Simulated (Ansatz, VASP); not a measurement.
CaO in VASP and in Ansatz

```
Ca O
1.0
     0.00000    2.44900    2.44900
     2.44900    0.00000    2.44900
     2.44900    2.44900    0.00000
Ca O
1 1
Direct
  0.95917 0.95917 0.04083
  0.50000 0.50000 0.50000
```

Change from the starting cell: all Ca atoms moved -0.200 Å, as atom 1 along Cartesian [0 0 1].

Alike in both runs: task single point; functional PBE; k mesh 8 × 8 × 8; occupations gaussian, width 0.05 eV; no spin polarisation.

|  | VASP | Ansatz |
| --- | --- | --- |
| version | VASP 6.6.1 | Ansatz 0.2.0 |
| potentials or method | VASP PAW PBE potentials, release 64 (Ca_sv, O) | scalar-relativistic, plane waves, PAW |
| plane-wave cutoff (eV) | 520 | 420 |
| valence electrons in the cell | 16 | 16 |

|  | VASP | Ansatz | Ansatz less VASP |
| --- | --- | --- | --- |
| gap on the k mesh at the Fermi level (eV) | 3.77 | 3.79 | +0.015 |
| least direct gap on the mesh (eV) | 4.06 | 4.08 | +0.016 |
| pressure (GPa) | -2.1 | -2.6 | -0.50 |
| largest component of the traceless stress (GPa) | 3.27 | 3.13 | -0.143 |
| rms of the force components (eV/Å) | 0.342 | 0.325 | -0.0170 |

Atom by atom the forces differ by 0.017 eV/Å (rms over components).

A k mesh can miss the band edges.
